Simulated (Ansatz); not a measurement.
Crystal: P.

```
P
1.0
     1.64774   -5.46504    0.00000
     1.64774    5.46504    0.00000
     0.00000    0.00000    4.54364
P
4
Direct
  0.90414 0.09586 0.58882
  0.09586 0.90414 0.41118
  0.59586 0.40414 0.08882
  0.40414 0.59586 0.91118
```

Base run:

- Program: Ansatz 0.2.0
- Functional: revPBE
- Potentials or basis: Ansatz PAW
- Cutoff: 420 eV (not typed: the program's choice for these potentials)
- k mesh: 5 × 5 × 4
- Occupations: fermi-dirac, width 0.05 eV
- Spin: no spin polarisation

Its results: band gap on the k mesh 0.48 eV, direct; pressure 3.4 GPa; largest force 0.350 eV/Å.

After a change of settings the same cell gave: band gap on the k mesh 1.02 eV, direct; pressure -0.1 GPa; largest force 0.144 eV/Å. Which change was it?
A. functional from revPBE to r2SCAN; cutoff from 420 eV (not typed: the program's choice for these potentials) to 500 eV (not typed: the program's choice for these potentials)
B. functional from revPBE to PBE0
C. functional from revPBE to PBE
D. functional from revPBE to HSE06

D.

HSE06 gives the wider gap, since exact exchange removes part of the self-interaction.

Caveats: odd divisions of the mesh miss points on the zone boundary, where band edges often lie, so the gap on the mesh can be too wide; the PAW data sets come from PBE, with cores solved anew for the run's functional, which leaves a small shift of forces and pressure; the density of states is complete only up to the lowest level of the last band computed; the thresholds are loose for stress (some runs).
